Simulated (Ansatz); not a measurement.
What a trial cell of C relaxes into

The calculation used Ansatz 0.2.0, DFT PBEsol, scalar-relativistic, plane waves, PAW. Cutoff 420 eV, Γ-centred k mesh, Gaussian smearing, no spin polarisation in the final step.

C was placed on the indium (bct) structure type (I4/mmm, No. 139), at a guessed volume.

```xyz
1
Lattice="-1.2309 1.2309 1.8727 1.2309 -1.2309 1.8727 1.2309 1.2309 -1.8727" Properties=species:S:1:pos:R:3 pbc="T T T"
C     0.0000    0.0000    0.0000
```

Cell and atoms relax at zero pressure; the relaxation can't lower the symmetry of the start. After a coarse first stage the cell is made exact in the group found at 0.06 Å.

Energies count from the standard state of C at the same level.

(1) What does it relax into?

(2) What are its volume, energy, density and gap?

## Answers

(1) It keeps I4/mmm (No. 139), but not the shape of the type it started on. Conventional cell: a = 1.616 Å, c = 6.635 Å. C has 4 C at 1.62 Å.

Space group I4/mmm (No. 139). a = 1.616 Å, b = 1.616 Å, c = 6.635 Å, α = 90.00°, β = 90.00°, γ = 90.00°
```
atom site symmetry x y z
   C    2a     4/mmm  0.0000  0.0000  0.0000
```

(2) The volume per atom is 8.7 Å³ and the density is 2.3 g/cm³. The energy over the standard structure is 2.56 eV/atom. The gap on the 46×46×46 mesh is 0 eV (a metal).

The final run used a 46×46×46 mesh on its 1-atom cell and 0.10 eV smearing. For metals, differences of a few meV/atom aren't resolved. No dispersion correction is applied, so the spacing between layers, chains or molecules is poorly fixed, and with it the volume and density. A structure relaxed within its symmetry needn't be a true minimum. The steps took of the order of 5 core-minutes in all.